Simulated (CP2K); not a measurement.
Runs of CP2K 2026.2 on MoS2. The cell holds a slab with vacuum, 6 atoms: a = 3.185 Å, b = 3.185 Å, c = 21.671 Å, α = 90.00°, β = 90.00°, γ = 120.00°. 

```tsv
level	potentials or basis	smearing	EPS_DEFAULT	NGRIDS	points a segment of the path (NPOINTS)	bands added on the path	CUTOFF of the grids	gap on the mesh (eV)	largest force (eV/Å)
LDA	GTH_POTENTIALS Mo GTH-PADE-q14, S GTH-PADE-q6; TZVP-MOLOPT-PBE-GTH basis	fermi-dirac 0.05 eV	1.0E-10	4	10	2	450 Ry	1.37	0.05
PBEsol	POTENTIAL_UZH Mo GTH-PBE-q14, S GTH-PBE-q6; TZVP-MOLOPT-PBE-GTH basis	fermi-dirac 0.1 eV	1.0E-10	5	8	2	450 Ry	1.38	(b)
r2SCAN	POTENTIAL_UZH Mo GTH-SCAN-q14, S GTH-SCAN-q6; TZVP-MOLOPT-SCAN-GTH basis	fermi-dirac 0.0259 eV	1.0E-9	4	10	6	675 Ry	1.46	(a)
PBE	POTENTIAL_UZH Mo GTH-PBE-q14, S GTH-PBE-q6; TZVP-MOLOPT-PBE-GTH basis	fermi-dirac 0.0259 eV	1.0E-10	4	6	2	450 Ry	1.38	0.43
```

Alike in all rows: task band structure; no spin polarisation; cell as given; k mesh 10 × 10 × 2.

Question: Estimate the missing entries.

Answer: (a) 0.23; (b) 0.18.

Caveats: the basis of atomic orbitals isn't converged, which shifts pressures, moduli and gaps; the potentials were made for another functional, which shifts forces and pressure (some runs); meta-GGAs are noisy in the vacuum on a uniform grid, which can shift empty levels and the work function (some runs).

A k mesh can miss the band edges, and the runs leave out spin-orbit coupling on Mo.
